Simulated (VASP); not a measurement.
## MoP: RPA correlation energy with PBE

MoP:

```
Mo P
1.0
     3.22300    0.00000    0.00000
    -1.61150    2.79120    0.00000
     0.00000    0.00000    3.19100
Mo P
1 1
Direct
  0.00000 0.00000 0.00000
  0.33333 0.66667 0.50000
```

* Program: VASP 6.6.1
* Task: RPA correlation energy
* Functional: PBE
* Potentials or basis: VASP PAW PBE potentials, release 64 (Mo_sv_GW, P_GW)
* Cutoff: 350 eV
* k mesh: 5 × 5 × 4
* Occupations: gaussian, width 0.05 eV
* Spin: no spin polarisation
* Cutoff of the response function: 200
* Frequency points: 8
* Further INCAR settings: ALGO = ACFDT; EDIFF = 1e-08; NBANDS = 439

```
Band gap on the k mesh, mean-field level : none (metal or under the smearing width)
RPA correlation energy                   : -17.081 eV/atom
RPA total energy per cell                : -64.716 eV
RPA correlation energy per cell          : -34.161 eV
```

Levels at points of the mesh, in eV from the Fermi level:
| k point | band 8 | band 9 | band 10 | band 11 | band 12 | band 13 |
| --- | --- | --- | --- | --- | --- | --- |
| (0.00, 0.00, 0.00) | -3.38 | -0.76 | 0.22 | 0.22 | 4.08 | 4.08 |
| (0.00, 0.00, 0.50) | -2.76 | -1.77 | -1.77 | 1.30 | 2.89 | 2.89 |

Run time: 15 min on 1 thread of Intel(R) Xeon(R) Platinum 8488C (Sapphire Rapids), with other jobs on the host, peak memory 0.52 GiB.

Caveat: the k mesh is coarse (spacing up to 0.49 Å⁻¹), so the values aren't converged; the ground state has no gap, which makes the many-body step unreliable.
